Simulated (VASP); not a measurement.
# PtSe2 (P-3m1) in VASP: a series of runs

One crystal, PtSe2, is run at these levels: HSE06; tasks: single point.

Everything below comes from runs of VASP 6.6.1. Logs are shortened: lines on timing, memory, paths and dates and some standing lists are left out, and cuts for length are marked.

### 1 The crystal as given

Symmetry: P-3m1, No. 164, trigonal system. The conventional cell has a = 3.724 Å, b = 3.724 Å, c = 5.062 Å, α = 90.00°, β = 90.00°, γ = 120.00°. Around Pt (site symmetry -3m) lie 6 Se at 2.49 Å. Around Se (site symmetry 3m) lie 3 Pt at 2.49 Å.

### 2 Single point, HSE06, collinear spin, antiferromagnetic start

POSCAR

```
PtSe2
1.0
    3.7240002900      0.0000000000      0.0000000000
   -3.7240003000      6.4501577200      0.0000000000
    0.0000000000      0.0000000000      5.0619995800
Pt Se
2 4
Direct
    0.0000000000      0.0000000000      0.0000000000
    0.0000000000      0.5000000000      0.0000000000
    0.3333333333      0.3333333334      0.2500000000
    0.6666666667      0.1666666666      0.7500000000
    0.3333333333      0.8333333333      0.2500000000
    0.6666666667      0.6666666666      0.7500000000
```

INCAR.step1

```
SYSTEM = PtSe2
  ALGO = Normal
  EDIFF = 1E-5
  ENCUT = 450
  GGA = PE
  ISIF = 2
  ISMEAR = 0
  ISPIN = 2
  LASPH = .TRUE.
  LCHARG = .FALSE.
  LMAXMIX = 4
  LORBIT = 11
  LREAL = .FALSE.
  LWAVE = .TRUE.
  MAGMOM = 0.5 -0.5 0 0 0 0
  NBANDS = 35
  NELM = 80
  PREC = Accurate
  SIGMA = 0.05
```

INCAR.step2

```
SYSTEM = PtSe2
  ALGO = Normal
  EDIFF = 1E-7
  ENCUT = 450
  GGA = PE
  HFSCREEN = 0.2
  ISIF = 2
  ISMEAR = 0
  ISPIN = 2
  ISTART = 1
  LASPH = .TRUE.
  LCHARG = .FALSE.
  LHFCALC = .TRUE.
  LMAXMIX = 4
  LORBIT = 11
  LREAL = .FALSE.
  LWAVE = .FALSE.
  MAGMOM = 0.5 -0.5 0 0 0 0
  NBANDS = 35
  NELM = 80
  PREC = Accurate
  PRECFOCK = Fast
  SIGMA = 0.05
```

KPOINTS

```
k-points
0
G
  4 2 3
  0 0 0
```

Potentials or basis: VASP PAW PBE potentials, release 64 (Pt, Se).

The run is started by

```console
$ cat potpaw_PBE.64/Pt/POTCAR potpaw_PBE.64/Se/POTCAR > POTCAR
$ cp INCAR.step1 INCAR
$ mpirun -np 1 vasp_std > vasp.out
$ cp INCAR.step2 INCAR
$ mpirun -np 1 vasp_std > vasp.out
```

OUTCAR:

```text
SYSTEM = PtSe2
   EDIFF = 1E-7
   ENCUT = 450
   GGA = PE
   HFSCREEN = 0.2
   ISIF = 2
   ISMEAR = 0
   ISPIN = 2
   ISTART = 1
   LASPH = .TRUE.
   LHFCALC = .TRUE.
   LORBIT = 11
   LREAL = .FALSE.
   NELM = 80
   PREC = Accurate
   PRECFOCK = Fast

 ion  position               nearest neighbor table
   1  0.000  0.000  0.000-   4 2.49   5 2.49   4 2.49   5 2.49   6 2.49   3 2.49
   2  0.000  0.500  0.000-   6 2.49   3 2.49   6 2.49   3 2.49   5 2.49   4 2.49
   3  0.333  0.333  0.250-   2 2.49   2 2.49   1 2.49
   4  0.667  0.167  0.750-   1 2.49   1 2.49   2 2.49
   5  0.333  0.833  0.250-   1 2.49   1 2.49   2 2.49
   6  0.667  0.667  0.750-   2 2.49   2 2.49   1 2.49

  LATTYP: Found a simple orthorhombic cell.
 ALAT       =     3.7240002900
 B/A-ratio  =     1.3592908662
 C/A-ratio  =     1.7320508103

  Lattice vectors:

 A1 = (  -3.7240002900,   0.0000000000,   0.0000000000)
 A2 = (   0.0000000000,   0.0000000000,   5.0619995800)
 A3 = (  -0.0000000100,   6.4501577200,   0.0000000000)

Analysis of symmetry for initial positions (statically):
=====================================================================
 Subroutine PRICEL returns following result:

  LATTYP: Found a hexagonal cell.
 ALAT       =     3.7240002900
 C/A-ratio  =     1.3592908662
[... 12 lines left out ...]
 Subroutine GETGRP returns: Found  4 space group operations
 (whereof  4 operations were pure point group operations)
 out of a pool of  8 trial point group operations.

The static configuration has the point symmetry C_2h.

Analysis of symmetry for dynamics (positions and initial velocities):
=====================================================================
 Subroutine PRICEL returns following result:

  LATTYP: Found a hexagonal cell.
 ALAT       =     3.7240002900
 C/A-ratio  =     1.3592908662
[... 12 lines left out ...]
 Subroutine GETGRP returns: Found  4 space group operations
 (whereof  4 operations were pure point group operations)
 out of a pool of  8 trial point group operations.

The dynamic configuration has the point symmetry C_2h.

Analysis of structural, dynamic, and magnetic symmetry:
=====================================================================
 Subroutine PRICEL returns following result:

  LATTYP: Found a hexagonal cell.
 ALAT       =     3.7240002900
 C/A-ratio  =     1.3592908662
[... 12 lines left out ...]
 Subroutine GETGRP returns: Found  4 space group operations
 (whereof  4 operations were pure point group operations)
 out of a pool of  8 trial point group operations.

The overall configuration has the point symmetry C_2h.

 Subroutine INISYM returns: Found  4 space group operations
 (whereof  4 operations are pure point group operations),
 and found     2 'primitive' translations

----------------------------------------------------------------------------------------

                                     Primitive cell

  volume of cell :      60.7956

  direct lattice vectors                    reciprocal lattice vectors
     3.724000290  0.000000000  0.000000000     0.268528443  0.155034969  0.000000000
    -1.862000150  3.225078860  0.000000000     0.000000000  0.310069937  0.000000000
     0.000000000  0.000000000  5.061999580     0.000000000  0.000000000  0.197550392

  length of vectors
     3.724000290  3.724000297  5.061999580     0.310069938  0.310069937  0.197550392

  position of ions in fractional coordinates (direct lattice)
     0.000000000  0.000000000  0.000000000
     0.333333333  0.666666667  0.250000000
     0.666666667  0.333333333  0.750000000

  ion indices of the primitive-cell ions
   primitive index   ion index
                 1           1
                 2           5
                 3           4

----------------------------------------------------------------------------------------

 KPOINTS: k-points

Automatic generation of k-mesh.
[... 35 lines left out ...]
   number of dos      NEDOS =    301   number of ions     NIONS =      6
   total plane-waves  NPLWV =  54432
   dimension x,y,z NGX =    28 NGY =   54 NGZ =   36
   dimension x,y,z NGXF=    56 NGYF=  108 NGZF=   72
   ions per type =               2   4
   NGX,Y,Z   is equivalent  to a cutoff of  12.50, 12.05, 11.82 a.u.
   NGXF,Y,Z  is equivalent  to a cutoff of  25.00, 24.11, 23.65 a.u.
 SYSTEM =  PtSe2
   PREC   = accura    normal or accurate (medium, high low for compatibility)
   ISTART =      1    job   : 0-new  1-cont  2-samecut
   ICHARG =      0    charge: 1-file 2-atom 10-const
   ISPIN  =      2    spin polarized calculation?
   LNONCOLLINEAR =      F non collinear calculations
   LSORBIT =      F    spin-orbit coupling
   LASPH  =      T    aspherical Exc in radial PAW
   ENCUT  =  450.0 eV  33.07 Ry    5.75 a.u.   6.44 12.88  8.76*2*pi/ulx,y,z
   NELM   =     80;   NELMIN=  2; NELMDL=  0     # of ELM steps
   EDIFF  = 0.1E-06   stopping-criterion for ELM
   LREAL  =      F    real-space projection
   EDIFFG = 0.1E-05   stopping-criterion for IOM
   NSW    =      0    number of steps for IOM
   IBRION =     -1    ionic relax: 0-MD 1-quasi-New 2-CG
   NFREE  =      0    steps in history (QN), initial steepest desc. (CG)
   ISIF   =      2    stress and relaxation
   ISYM   =      3    0-nonsym 1-usesym 2-fastsym
   POTIM  = 0.5000    time-step for ionic-motion
   TEBEG  =    0.0;   TEEND  =   0.0 temperature during run
   PSTRESS=    0.0 pullay stress
   NELECT =      44.0000    total number of electrons
   NUPDOWN=      -1.0000    fix difference up-down
   EMIN   =  10.00;   EMAX   =-10.00  energy-range for DOS
   EFERMI =   0.00;   METHOD = LEGACY
   ISMEAR =     0;   SIGMA  =   0.05  broadening in eV -4-tet -1-fermi 0-gaus
   EFERMI_NEDOS =   21; number of points for ismear=-14 and -15
   IALGO  =     38    algorithm
   IMIX   =      1    mixing-type and parameters
     AMIX     =   0.40;   BMIX     =  1.00
     AMIX_MAG =   1.60;   BMIX_MAG =  1.00
  volume/ion in A,a.u.               =      20.27       136.76
  Fermi-wavevector in a.u.,A,eV,Ry     =   1.166608  2.204570 18.517183  1.360975
  Thomas-Fermi vector in A             =   2.303119
   LORBIT       =     11    0 simple, 1 ext, 2 COOP (PROOUT), +10 PAW based schemes
   GGA     = PE    functional components
   LHFCALC =     T    Hartree Fock is set to
   PRECFOCK=fast      Normal, Fast or Accurate (Low or Medium for compatibility)
   ENCUT4O =  -1.0   cutoff for four orbital integrals eV
   NKREDX  =     1    reduce k-point grid by
   NKREDY  =     1    reduce k-point grid by
   NKREDZ  =     1    reduce k-point grid by
   AEXX    =    0.2500 exact exchange contribution
   HFSCREEN=    0.2000 screening length (either q_TF or 0.3 A-1)
   HFSCREENC=   0.2000 screening length for correlation (either q_TF or 0.3 A-1)
   ENCUTFOCK=  -1.0 apply spherical cutoff to Coloumb kernel
   IVDW    =     0    specifies the selected vdW correction
   LEPSILON=     F    determine dielectric tensor
   LRPA    =     F    only Hartree local field effects (RPA)
 spin polarized calculation
 Gauss-broadening in eV      SIGMA  =   0.05
  energy-cutoff  :      450.00
  volume of cell :      121.59
 maximum number of plane-waves:      2648
 NGX is ok and might be reduce to    28
  NGX = 14; NGY = 30; NGZ = 20

 number of electron      44.0000001 magnetization       0.0005326

 Free energy of the ion-electron system (eV)
  ---------------------------------------------------
  ext. energy  EPLUGINS =         0.00000000
  ---------------------------------------------------
  free energy    TOTEN  =       -34.55877029 eV

  energy without entropy =      -34.55435355  energy(sigma->0) =      -34.55656192

 E-fermi :   6.5793     XC(G=0):  -8.7761

 val. band max:        5.5997640211   @ k =  -0.2500  -0.0000   0.3333
 cond. band min:       6.6133304799   @ k =  -0.2500  -0.0000   0.3333
 fundamental gap:      1.0135664588
 Fermi energy:         6.5793085881

 spin component 1

 k-point     1 :       0.0000    0.0000    0.0000
  band No.  band energies     occupation
      1     -11.1387      1.00000
      2      -9.0884      1.00000
      3      -9.0021      1.00000
      4      -7.9835      1.00000
      5      -2.0437      1.00000
      6      -1.9797      1.00000
[... 396 lines left out ...]
     33      16.0053      0.00000
     34      16.0061      0.00000
 Fermi energy:         6.5793085881

 spin component 2

 k-point     1 :       0.0000    0.0000    0.0000
  band No.  band energies     occupation
      1     -11.1386      1.00000
      2      -9.0884      1.00000
      3      -9.0020      1.00000
      4      -7.9834      1.00000
      5      -2.0436      1.00000
      6      -1.9797      1.00000
[... 396 lines left out ...]
     33      16.0053      0.00000
     34      16.0075      0.00000
 [bands above 34 left out]

------------------------ aborting loop because EDIFF is reached ----------------------------------------

  FORCE on cell =-STRESS in cart. coord.  units (eV):
  Direction    XX          YY          ZZ          XY          YZ          ZX
  --------------------------------------------------------------------------------------
  -------------------------------------------------------------------------------------
  Total        1.9404790      1.9280177      1.3142642     -0.0000000     -0.0000310      0.0000000
  in kB       25.5692139     25.4050150     17.3177365     -0.0000000     -0.0004084      0.0000000
  external PRESSURE =      22.7639885 kB  Pullay stress =       0.0000000 kB

 VOLUME and BASIS-vectors are now :
 -----------------------------------------------------------------------------
  energy-cutoff  :      450.00
  volume of cell :      121.59
      direct lattice vectors                 reciprocal lattice vectors
     3.724000290  0.000000000  0.000000000     0.268528443  0.155034969  0.000000000
    -3.724000300  6.450157720  0.000000000     0.000000000  0.155034969  0.000000000
     0.000000000  0.000000000  5.061999580     0.000000000  0.000000000  0.197550392

 POSITION                                       TOTAL-FORCE (eV/Angst)
 -----------------------------------------------------------------------------------
      0.00000      0.00000      0.00000        -0.000000      0.000000      0.000000
     -1.86200      3.22508      0.00000         0.000000      0.000000      0.000000
     -0.00000      2.15005      1.26550        -0.000000      0.000007      0.055933
      1.86200      1.07503      3.79650         0.000000     -0.000007     -0.055933
     -1.86200      5.37513      1.26550        -0.000000      0.000007      0.055933
     -0.00000      4.30011      3.79650         0.000000     -0.000007     -0.055933
 -----------------------------------------------------------------------------------
    total drift:                                0.000000      0.000002      0.000000

  FREE ENERGIE OF THE ION-ELECTRON SYSTEM (eV)
  ---------------------------------------------------
  free  energy   TOTEN  =       -34.5587702878 eV

  energy  without entropy=      -34.5543535544  energy(sigma->0) =      -34.55656192

 total charge

# of ion       s       p       d       tot
------------------------------------------
    1        0.727   0.741   8.059   9.528
    2        0.727   0.741   8.059   9.528
    3        1.497   2.276   0.069   3.842
    4        1.497   2.276   0.069   3.842
    5        1.497   2.276   0.069   3.842
    6        1.497   2.276   0.069   3.842
--------------------------------------------------
tot          7.441  10.586  16.395  34.422

 magnetization (x)

# of ion       s       p       d       tot
------------------------------------------
    1        0.000   0.000   0.000   0.000
    2       -0.000  -0.000  -0.000  -0.000
    3        0.000   0.000  -0.000   0.000
    4       -0.000  -0.000   0.000  -0.000
    5       -0.000  -0.000   0.000  -0.000
    6        0.000   0.000  -0.000   0.000
--------------------------------------------------
tot          0.000   0.000   0.000   0.000
```

It took 38 min on 1 thread of AMD EPYC 9R14 (Zen 4), shared host; peak memory 0.39 GiB.

Results:

```
Free energy                                           : -34.5588 eV
Pressure                                              : 2.3 GPa
Largest force                                         : 0.056 eV/Å
Band gap on the k mesh                                : none (metal or under the smearing width)
Net moment                                            : 0.00 μB per cell
Valence electrons inside the program's atomic spheres : Pt 9.53; Se 3.84
```

Forces in eV/Å, atoms in the order of the input:
```
Pt   0.000  0.000  0.000
Pt   0.000  0.000  0.000
Se   0.000  0.000  0.056
Se   0.000  0.000 -0.056
Se   0.000  0.000  0.056
Se   0.000  0.000 -0.056
```

Caveat: the k mesh is coarse (spacing up to 0.49 Å⁻¹), so the values aren't converged, least of all with exact exchange; the PAW data sets were made with another functional, which shifts forces and pressure a little.

### 3 Single point, HSE06, collinear spin, ferromagnetic start

POSCAR is that of step 2.

INCAR.step1

```
SYSTEM = PtSe2
PREC     = Accurate       ! precision mode
ENCUT    = 450            ! plane-wave cutoff, eV
EDIFF    = 1E-5           ! SCF threshold, eV
ISMEAR   = 0              ! smearing method
SIGMA    = 0.05           ! smearing width, eV
LREAL    = .FALSE.        ! projectors in reciprocal space
LASPH    = .TRUE.         ! aspherical terms in the spheres
NELM     = 60             ! most SCF steps
ALGO     = Normal         ! electronic algorithm
ISIF     = 2              ! what is computed and relaxed
LWAVE    = .TRUE.         ! write WAVECAR
LCHARG   = .FALSE.        ! write CHGCAR
ISPIN    = 2              ! spin polarisation
MAGMOM   = 0.5 0.5 0 0 0 0 ! initial moments
LORBIT   = 11             ! projections on sites
LMAXMIX  = 4              ! l up to which the mixer works
GGA      = PE             ! functional
```

INCAR.step2

```
SYSTEM = PtSe2
PREC     = Accurate       ! precision mode
ENCUT    = 450            ! plane-wave cutoff, eV
EDIFF    = 1E-6           ! SCF threshold, eV
ISMEAR   = 0              ! smearing method
SIGMA    = 0.05           ! smearing width, eV
LREAL    = .FALSE.        ! projectors in reciprocal space
LASPH    = .TRUE.         ! aspherical terms in the spheres
NELM     = 60             ! most SCF steps
ALGO     = Normal         ! electronic algorithm
ISIF     = 2              ! what is computed and relaxed
LWAVE    = .FALSE.        ! write WAVECAR
LCHARG   = .FALSE.        ! write CHGCAR
ISPIN    = 2              ! spin polarisation
MAGMOM   = 0.5 0.5 0 0 0 0 ! initial moments
LORBIT   = 11             ! projections on sites
LMAXMIX  = 4              ! l up to which the mixer works
GGA      = PE             ! functional
LHFCALC  = .TRUE.         ! exact exchange
HFSCREEN = 0.2            ! screening, 1/A
PRECFOCK = Fast         
ISTART   = 1
```

KPOINTS

```
Automatic mesh
0
G
  4 2 3
  0 0 0
```

Potentials or basis: VASP PAW PBE potentials, release 64 (Pt, Se).

The run is started by

```console
$ cat potpaw_PBE.64/Pt/POTCAR potpaw_PBE.64/Se/POTCAR > POTCAR
$ cp INCAR.step1 INCAR
$ mpirun -np 1 vasp_std > vasp.out
$ cp INCAR.step2 INCAR
$ mpirun -np 1 vasp_std > vasp.out
```

Run time: 18 min. Hardware: 1 thread of AMD EPYC 9R45 (Zen 5), shared host; peak memory 0.37 GiB.

The run converged. Its results:

```
Free energy                                           : -34.5588 eV
Pressure                                              : 2.3 GPa
Largest force                                         : 0.056 eV/Å
Band gap on the k mesh                                : none (metal or under the smearing width)
Net moment                                            : 0.00 μB per cell
Valence electrons inside the program's atomic spheres : Pt 9.53; Se 3.84
```

Forces on the atoms (eV/Å):
```
Pt   0.000  0.000  0.000
Pt   0.000  0.000  0.000
Se   0.000  0.000  0.056
Se   0.000  0.000 -0.056
Se   0.000  0.000  0.056
Se   0.000  0.000 -0.056
```

Stress tensor (GPa, compression positive):
```
2.56 0.00 0.00
0.00 2.54 0.00
0.00 0.00 1.73
```

Levels at points of the mesh, in eV from the Fermi level:
Spin up:
```tsv
k point	band 20	band 21	band 22	band 23	band 24	band 25
(0.00, 0.00, 0.00)	-1.63	-1.63	0.18	0.73	1.49	1.49
(0.50, 0.00, 0.00)	-4.37	-3.88	-3.88	0.73	0.73	2.56
(0.00, 0.50, 0.00)	-2.59	-1.79	-1.79	1.37	1.37	1.94
(0.50, 0.50, 0.00)	-3.75	-1.75	-1.75	0.19	0.19	0.96
```
Spin down:
| k point | band 19 | band 20 | band 21 | band 22 | band 23 | band 24 | band 25 | band 26 |
| --- | --- | --- | --- | --- | --- | --- | --- | --- |
| (0.00, 0.00, 0.00) | -3.71 | -1.62 | -1.62 | 0.18 | 0.73 | 1.49 | 1.49 | 2.56 |
| (0.50, 0.00, 0.00) | -4.37 | -4.37 | -3.88 | -3.88 | 0.73 | 0.73 | 2.56 | 2.56 |
| (0.00, 0.50, 0.00) | -2.59 | -2.59 | -1.79 | -1.79 | 1.37 | 1.37 | 1.94 | 1.94 |
| (0.50, 0.50, 0.00) | -3.75 | -3.75 | -1.75 | -1.75 | 0.19 | 0.19 | 0.96 | 0.96 |

Caveat: the k mesh is coarse (spacing up to 0.49 Å⁻¹), so the values aren't converged, least of all with exact exchange; the PAW data sets were made with another functional, which shifts forces and pressure a little. Spin-orbit coupling is left out, which matters for the levels of Pt.
